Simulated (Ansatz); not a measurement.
## Redistribution: C5H12 + C2H5Cl → C4H9Cl + C3H8

Species: C5H12 (isopentane) `CCC(C)C`, singlet; C2H5Cl (chloroethane) `CCCl`, singlet; C4H9Cl (1-chloro-2-methylpropane) `CC(C)CCl`, singlet; C3H8 (propane) `CCC`, singlet. The partners trade CH3 for Cl; both sit on C, so the bond types are kept.

Shapes, held fixed at every level: PBE0-D4/def2-TZVP. Flexible molecules stand in one conformer, not always the lowest. Programs: Ansatz 0.2.0. Electronic energies: no zero-point or thermal term.

```csv
level,kind,ΔE (kJ/mol),less CCSD(T)/CBS estimate
SPW92/def2-TZVPP,LDA,-2.9,-0.2
r2SCAN-D4/def2-TZVPP,meta-GGA,-3.1,-0.4
PBE0-D4/def2-TZVPP,global hybrid,-2.9,-0.2
wB97X-V/def2-TZVPP,range-separated hybrid,-3.0,-0.3
MP2/def2-SVP,perturbation theory,-5.5,-2.8
CCSD(T)/def2-SVP,coupled cluster or CI,-5.0,-2.3
CCSD/def2-SVP,coupled cluster or CI,-5.0,-2.3
CCSD(T)/CBS estimate,coupled cluster or CI,-2.7,0.0
```

The highest level, CCSD(T)/CBS estimate, gives ΔE = -2.7 kJ/mol; the levels span -5.5 to -2.7. That is about zero within the method's error. The column of differences is taken from that level and isn't an error. No measured value is set beside it here. The CBS estimate extrapolates MP2 from def2-TZVPP and def2-QZVPP and adds CCSD(T) − MP2 in the triple-zeta set, cores frozen.
